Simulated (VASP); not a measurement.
Set up this calculation in VASP 6.6.1, as an ASE script.

```yaml
Task: density of states
Functional: PBEsol
Dispersion: D3(BJ)
Potentials_or_basis: VASP PAW PBE potentials, release 54 (In)
Cutoff: 500 eV
k_mesh: 10 × 10 × 10
Occupations: methfessel-paxton, width 0.1 eV
Spin: no spin polarisation
Further_INCAR_settings: ALGO = Normal; EDIFF = 1.00e-06
```

In:

```
CELL_PARAMETERS angstrom
-1.88253 1.88253 1.88253
1.88253 -1.88253 1.88253
1.88253 1.88253 -1.88253
ATOMIC_POSITIONS crystal
In 0.00000 0.00000 0.00000
```

This isn't the form of In at room conditions, which is tetragonal.

One way to write it, as run:

run.py

```python
from ase.calculators.vasp import Vasp
from ase.dft.dos import DOS
from ase.spacegroup import crystal

atoms = crystal(
    ['In'],
    basis=[[0.0, 0.0, 0.0]],
    spacegroup=229,
    setting=1,
    cellpar=[3.76505048, 3.76505048, 3.76505048, 90.0, 90.0, 90.0],
    primitive_cell=True,
)
calc = Vasp(
    directory='calc',
    xc='pbesol',
    pp='PBE',
    setups='minimal',
    pp_version='54',
    prec='Accurate',
    encut=500,
    ediff=1e-06,
    ismear=1,
    sigma=0.1,
    lreal=False,
    lasph=True,
    nelm=80,
    algo='Normal',
    isif=2,
    lwave=False,
    lcharg=False,
    ivdw=12,
    lorbit=10,
    kpts=[10, 10, 10],
    gamma=True,
)
atoms.calc = calc

print('energy (eV):', atoms.get_potential_energy())
print('free energy (eV):', atoms.get_potential_energy(force_consistent=True))
print('forces (eV/A):')
print(atoms.get_forces())
print('stress (eV/A^3, Voigt):', atoms.get_stress())
print('Fermi level (eV):', calc.get_fermi_level())
dos = DOS(calc, width=0.1, window=(-10, 10), npts=301)
print('E - E_F (eV), DOS (1/eV)')
for e, g in zip(dos.get_energies(), dos.get_dos()):
    print(f'{e:8.3f} {g:10.4f}')
```

Potentials or basis: VASP PAW PBE potentials, release 54 (In).

Launch:

```bash
$ python run.py
```

It gave:

```yaml
Pressure: -3.3 GPa
Band_gap_on_the_k_mesh: none (metal or under the smearing width)
Valence_electrons_inside_the_program's_atomic_spheres: In 2.38
Dispersion_energy_per_atom: -0.351 eV
```

Caveat: the PAW data sets were made with another functional, which shifts forces and pressure a little; pairwise dispersion overbinds metals, which lowers pressure and volume.

Wall time 8.2 s on 1 thread of Intel(R) Xeon(R) Platinum 8488C (Sapphire Rapids), on a shared host, peak memory 0.15 GiB.
